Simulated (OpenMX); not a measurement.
**AlRu in OpenMX: convergence with ElectronicTemperature**

The system is AlRu.

```
CELL_PARAMETERS angstrom
2.99160 0.00000 0.00000
0.00000 2.99160 0.00000
0.00000 0.00000 2.99160
ATOMIC_POSITIONS crystal
Ru 0.49743 0.50755 0.50984
Al 0.04301 0.01767 0.97567
```

The cell isn't the ideal one: atoms moved at random, drawn with an rms of 0.15 Å.

- Program: OpenMX 3.8.5
- Task: convergence study
- Functional: LDA
- Potentials or basis: OpenMX 2013 LDA set, Ru7.0-s3p2d1, Al7.0-s2p1d1, grid cutoff 400 Ry
- k mesh: 7 × 7 × 7
- Occupations: fermi-dirac, width 0.25852 eV
- Spin: no spin polarisation

These are the settings of the first run; the series varies ElectronicTemperature, with any setting tied to it.

Hardware: 1 thread of Intel(R) Xeon(R) Platinum 8488C (Sapphire Rapids), with other jobs on the host.

**Question.** The values tried are 3000 K, 2000 K, 1200 K, 800 K, 500 K, 300 K, 150 K, 75 K, loosest first. From which on does the energy stay within 1 meV/atom of the tightest run that finished?

**Answer.** From 500 K on.

```tsv
ElectronicTemperature	energy less the tightest run, at zero smearing (meV/atom)	pressure (GPa)	largest force (eV/Å)	SCF cycles	CPU time (s)	peak memory (GiB)
3000 K	-9.50	-1.01	1.422	17	110	0.61
2000 K	-6.15	-1.61	1.424	17	120	0.61
1200 K	-3.05	-1.91	1.424	17	110	0.61
800 K	-1.61	-2.00	1.422	17	110	0.61
500 K	-0.65	-2.05	1.420	18	120	0.61
300 K	-0.22	-2.09	1.418	18	120	0.61
150 K	-0.05	-2.11	1.419	18	120	0.61
75 K	0.00	-2.12	1.422	18	120	0.61
```

Against the tightest run, the pressure stays within 0.1 GPa from 500 K on; the largest force stays within 0.005 eV/Å from 3000 K on. The tightest run that finished is the yardstick and may itself not be fully converged.

Caveat, for the tightest run too: the basis of atomic orbitals isn't converged, which shifts pressures, moduli and gaps.
